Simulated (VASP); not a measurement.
Input and output of a VASP PBE single-point calculation on CdS (wurtzite)

INCAR

```
LASPH = .TRUE.
ISIF = 2
NELM = 120
EDIFF = 1E-7
GGA = PE
PREC = Accurate
IBRION = -1
LREAL = .FALSE.
ENCUT = 520
NBANDS = 26
LCHARG = .FALSE.
LWAVE = .FALSE.
ISMEAR = -1
NSW = 0
SIGMA = 0.02
```

KPOINTS

```
KPOINTS created by Atomic Simulation Environment
0
Gamma
12 12 4
0 0 0
```

KPOINTS_OPT

```
special points
6
Reciprocal
0.0000000000 0.0000000000 0.0000000000 1
0.5000000000 0.0000000000 0.0000000000 1
0.3333333333 0.3333333333 0.0000000000 1
0.0000000000 0.0000000000 0.5000000000 1
0.5000000000 0.0000000000 0.5000000000 1
0.3333333333 0.3333333333 0.5000000000 1
```

POSCAR

```
Cd S
 1.0000000000000000
     4.1646012904023975    0.0000000000000000    0.0000000000000000
    -2.0823006452011987    3.6066505141219301   -0.0000000000000000
     0.0000000000000000   -0.0000000000000000    6.7660104564743984
 Cd  S
   2   2
Cartesian
  0.0000000000000000  2.4044336760812866 -0.0065164628796503
  2.0823006452011987  1.2022168380406433  3.3764887653575490
  0.0000000000000000  2.4044336760812866  2.5437703840575496
  2.0823006452011987  1.2022168380406433  5.9267756122947475
```

VASP ran with the recommended PBE PAW datasets (36 valence electrons in the cell).

Command

```
mpirun -np 1 vasp_std
```

OSZICAR

```
N       E                     dE             d eps       ncg     rms          rms(c)
DAV:   1     0.246144338797E+03    0.24614E+03   -0.17520E+04  2964   0.127E+03
DAV:   2     0.319065695654E+00   -0.24583E+03   -0.23703E+03  3262   0.317E+02
DAV:   3    -0.132316810222E+02   -0.13551E+02   -0.13467E+02  3530   0.743E+01
DAV:   4    -0.133731288687E+02   -0.14145E+00   -0.14133E+00  3372   0.732E+00
DAV:   5    -0.133753065131E+02   -0.21776E-02   -0.21775E-02  3548   0.907E-01    0.109E+01
DAV:   6    -0.123060297601E+02    0.10693E+01   -0.19166E+00  3890   0.141E+01    0.867E+00
DAV:   7    -0.122871130805E+02    0.18917E-01   -0.70651E-01  3094   0.447E+00    0.397E+00
DAV:   8    -0.122846744231E+02    0.24387E-02   -0.82628E-02  3206   0.283E+00    0.520E-01
DAV:   9    -0.122833712579E+02    0.13032E-02   -0.14077E-02  3274   0.146E+00    0.149E-01
DAV:  10    -0.122836011708E+02   -0.22991E-03   -0.12102E-03  3164   0.342E-01    0.117E-01
DAV:  11    -0.122837575766E+02   -0.15641E-03   -0.28033E-04  3308   0.116E-01    0.837E-02
DAV:  12    -0.122837543471E+02    0.32295E-05   -0.14246E-04  3122   0.882E-02    0.153E-02
DAV:  13    -0.122837564089E+02   -0.20617E-05   -0.17691E-05  3476   0.271E-02    0.747E-03
DAV:  14    -0.122837572254E+02   -0.81656E-06   -0.24546E-06  3048   0.137E-02    0.691E-03
DAV:  15    -0.122837570169E+02    0.20850E-06   -0.36565E-07  3468   0.374E-03    0.270E-03
DAV:  16    -0.122837570177E+02   -0.81764E-09   -0.29579E-08  2080   0.978E-04
   1 F= -.12283757E+02 E0= -.12283757E+02  d E =-.145548E-10
       N       E                     dE             ncg
DAV:   1     0.360793490946E+04   -0.45019E+04      312
DAV:   2     0.214719193690E+04   -0.14607E+04      342
DAV:   3     0.206936538089E+04   -0.77827E+02      382
DAV:   4     0.206861133037E+04   -0.75405E+00      350
DAV:   5     0.206860017695E+04   -0.11153E-01      386
DAV:   6     0.206859991707E+04   -0.25988E-03      360
DAV:   7     0.206859990950E+04   -0.75735E-05      378
DAV:   8     0.206859990926E+04   -0.24109E-06      368
DAV:   9     0.206859990925E+04   -0.68762E-08      254
```

From OUTCAR

```
k-points           NKPTS =     57   k-points in BZ     NKDIM =     57   number of bands    NBANDS=     26

   NELECT =      36.0000    total number of electrons

   dimension x,y,z NGX =    32 NGY =   32 NGZ =   50
   dimension x,y,z NGXF=    64 NGYF=   64 NGZF=  100

  energy-cutoff  :      520.00
  volume of cell :      101.63
      direct lattice vectors                 reciprocal lattice vectors
     4.164601290  0.000000000  0.000000000     0.240119025  0.138632784  0.000000000
    -2.082300645  3.606650514  0.000000000     0.000000000  0.277265567  0.000000000
     0.000000000  0.000000000  6.766010456     0.000000000  0.000000000  0.147797584

 k-points in reciprocal lattice and weights: KPOINTS created by Atomic Simulation Env
   0.00000000  0.00000000  0.00000000       0.002
   0.08333333  0.00000000  0.00000000       0.010
   0.16666667  0.00000000  0.00000000       0.010
   0.25000000 -0.00000000  0.00000000       0.010
   0.33333333  0.00000000  0.00000000       0.010
   0.41666667  0.00000000  0.00000000       0.010
   0.50000000 -0.00000000  0.00000000       0.005
   0.08333333  0.08333333  0.00000000       0.010
   ...

 E-fermi :   1.4982

 k-point     1 :       0.0000    0.0000    0.0000
  band No.  band energies     occupation
      1     -11.1188      2.00000
      2     -10.7081      2.00000
      3      -6.5128      2.00000
      4      -6.5079      2.00000
      5      -6.5079      2.00000
      6      -6.4284      2.00000
      7      -6.4284      2.00000
      8      -6.1163      2.00000
      9      -6.1163      2.00000
     10      -6.0298      2.00000
     11      -6.0298      2.00000
     12      -5.7015      2.00000
     13      -3.1282      2.00000
     14       0.3802      2.00000
     15       0.3802      2.00000
     16       1.0723      2.00000
     17       1.1089      2.00000
     18       1.1089      2.00000
     19       2.2839      0.00000
     20       3.8710      0.00000
     21       7.5868      0.00000
     22       7.5868      0.00000
     23       7.9097      0.00000
     24       8.6779      0.00000
     25       8.6779      0.00000
     26       8.7627      0.00000

 k-point     2 :       0.0833    0.0000    0.0000
  band No.  band energies     occupation
      1     -11.0949      2.00000
      2     -10.6974      2.00000
      3      -6.5072      2.00000
      4      -6.4979      2.00000
      5      -6.4878      2.00000
      6      -6.4175      2.00000
      7      -6.4148      2.00000
      8      -6.1215      2.00000
      9      -6.1166      2.00000
     10      -6.0404      2.00000
     11      -6.0277      2.00000
     12      -5.6851      2.00000
     13      -3.0812      2.00000
     14       0.0883      2.00000
     15       0.2942      2.00000
     16       0.6583      2.00000
     17       1.0248      2.00000
     18       1.0606      2.00000
     19       2.7225      0.00000
     20       4.1554      0.00000
     21       7.3306      0.00000
     22       7.6956      0.00000
     23       8.0206      0.00000
     24       8.4828      0.00000
     25       8.7032      0.00000
     26       8.8274      0.00000

 k-point     3 :       0.1667    0.0000    0.0000
  band No.  band energies     occupation
      1     -11.0285      2.00000
      2     -10.6694      2.00000
      3      -6.4837      2.00000
      4      -6.4722      2.00000
      5      -6.4361      2.00000
      6      -6.3825      2.00000
      7      -6.3772      2.00000
      8      -6.1354      2.00000
      9      -6.1145      2.00000
     10      -6.0634      2.00000
     11      -6.0222      2.00000
     12      -5.6425      2.00000
     13      -2.9516      2.00000
     14      -0.5654      2.00000
     15      -0.0786      2.00000
     16       0.0739      2.00000
     17       0.8789      2.00000
     18       0.9264      2.00000
     19       3.4215      0.00000
     20       4.7238      0.00000
     21       6.8843      0.00000
     22       7.9202      0.00000
     23       7.9502      0.00000
     24       8.4530      0.00000
     25       8.6224      0.00000
     26       9.2423      0.00000

 k-point     4 :       0.2500   -0.0000    0.0000
  band No.  band energies     occupation
      1     -10.9342      2.00000
      2     -10.6342      2.00000
      3      -6.4551      2.00000
      4      -6.4415      2.00000
      5      -6.3602      2.00000
      6      -6.3256      2.00000
      7      -6.3104      2.00000
      8      -6.1524      2.00000
      9      -6.1038      2.00000
     10      -6.0819      2.00000
     11      -6.0146      2.00000
     12      -5.5864      2.00000
     13      -2.7879      2.00000
     14      -1.2577      2.00000
     15      -0.8000      2.00000
     16      -0.2018      2.00000
     17       0.6378      2.00000
     18       0.7423      2.00000
     19       4.0528      0.00000
     20       5.0877      0.00000
     21       6.6236      0.00000
     22       7.5139      0.00000
     23       8.1599      0.00000
     24       8.5635      0.00000
     25       9.0846      0.00000
     26       9.5967      0.00000

 k-point     5 :       0.3333    0.0000    0.0000
  band No.  band energies     occupation
      1     -10.8337      2.00000
      2     -10.6048      2.00000
      3      -6.4326      2.00000
      4      -6.4174      2.00000
      5      -6.2978      2.00000
      6      -6.2747      2.00000
      7      -6.2068      2.00000
      8      -6.1609      2.00000
      9      -6.0827      2.00000
     10      -6.0547      2.00000
     11      -6.0057      2.00000
     12      -5.5377      2.00000
     13      -2.7249      2.00000
     14      -1.7715      2.00000
     15      -1.3620      2.00000
     16      -0.4572      2.00000
     17       0.3256      2.00000
     18       0.5603      2.00000
     19       4.5038      0.00000
     20       5.0981      0.00000
     21       6.4889      0.00000
     22       7.3050      0.00000
     23       8.2060      0.00000
     24       8.8985      0.00000
     25       9.4370      0.00000
     26       9.8893      0.00000

 k-point     6 :       0.4167    0.0000    0.0000
  band No.  band energies     occupation
      1     -10.7522      2.00000
      2     -10.5912      2.00000
      3      -6.4208      2.00000
      4      -6.4044      2.00000
      5      -6.2508      2.00000
      6      -6.2389      2.00000
      7      -6.1943      2.00000
      8      -6.1535      2.00000
      9      -6.0596      2.00000
     10      -5.9977      2.00000
     11      -5.8927      2.00000
     12      -5.5433      2.00000
     13      -2.8440      2.00000
     14      -2.1495      2.00000
     15      -1.4943      2.00000
     16      -0.6349      2.00000
     17       0.0167      2.00000
     18       0.4290      2.00000
     19       4.7323      0.00000
     20       5.0200      0.00000
     21       6.3129      0.00000
     22       7.3754      0.00000
     23       8.1710      0.00000
     24       9.1069      0.00000
     25       9.5426      0.00000
     26      10.6857      0.00000

 k-point     7 :       0.5000   -0.0000    0.0000
  band No.  band energies     occupation
      1     -10.7186      2.00000
      2     -10.5900      2.00000
      3      -6.4176      2.00000
      4      -6.4006      2.00000
      5      -6.2263      2.00000
      6      -6.2222      2.00000
      7      -6.2098      2.00000
      8      -6.1524      2.00000
      9      -6.0494      2.00000
     10      -5.9943      2.00000
     11      -5.7460      2.00000
     12      -5.6100      2.00000
     13      -2.9134      2.00000
     14      -2.3298      2.00000
     15      -1.4412      2.00000
     16      -0.6983      2.00000
     17      -0.1296      2.00000
     18       0.3814      2.00000
     19       4.7934      0.00000
     20       4.9877      0.00000
     21       6.2316      0.00000
     22       7.4581      0.00000
     23       8.1494      0.00000
     24       9.1991      0.00000
     25       9.4861      0.00000
     26      11.1704      0.00000

 k-point     8 :       0.0833    0.0833    0.0000
  band No.  band energies     occupation
      1     -11.0498      2.00000
      2     -10.6781      2.00000
      3      -6.4907      2.00000
      4      -6.4807      2.00000
      5      -6.4528      2.00000
      6      -6.3974      2.00000
      7      -6.3865      2.00000
      8      -6.1297      2.00000
      9      -6.1171      2.00000
     10      -6.0568      2.00000
     11      -6.0240      2.00000
     12      -5.6557      2.00000
     13      -2.9926      2.00000
     14      -0.3345      2.00000
     15      -0.0160      2.00000
     16       0.2501      2.00000
     17       0.9296      2.00000
     18       0.9448      2.00000
     19       3.2434      0.00000
     20       4.5897      0.00000
     21       7.0276      0.00000
     22       7.7008      0.00000
     23       8.1736      0.00000
     24       8.3151      0.00000
     25       8.6661      0.00000
     26       9.1033      0.00000

 ...

  Total        1.0654628      1.0654628      1.1165938      0.0000000      0.0000000      0.0000000
  in kB       16.7972706     16.7972706     17.6033633      0.0000000      0.0000000      0.0000000
  external PRESSURE =      17.0659682 kB  Pullay stress =       0.0000000 kB

 POSITION                                       TOTAL-FORCE (eV/Angst)
 -----------------------------------------------------------------------------------
      0.00000      2.40443      6.75949        -0.000000      0.000000      0.000961
      2.08230      1.20222      3.37649         0.000000     -0.000000      0.000961
      0.00000      2.40443      2.54377         0.000000      0.000000     -0.000961
      2.08230      1.20222      5.92678        -0.000000     -0.000000     -0.000961
 -----------------------------------------------------------------------------------
    total drift:                               -0.000000     -0.000000     -0.001048

  FREE ENERGIE OF THE ION-ELECTRON SYSTEM (eV)
  ---------------------------------------------------
  free  energy   TOTEN  =       -12.2837570177 eV

  energy  without entropy=      -12.2837570177  energy(sigma->0) =      -12.28375702
```

```json
{
 "gap between bands v and c": "1.18 eV",
 "least direct gap": "1.18 eV",
 "pressure": "1.7 GPa"
}
```

Band v is the last that the valence electrons fill when counted band by band, and c is the next.

The run took about 57 s on one core of a shared host (Intel Xeon 6975P-C) and held 0.33 GiB at most.
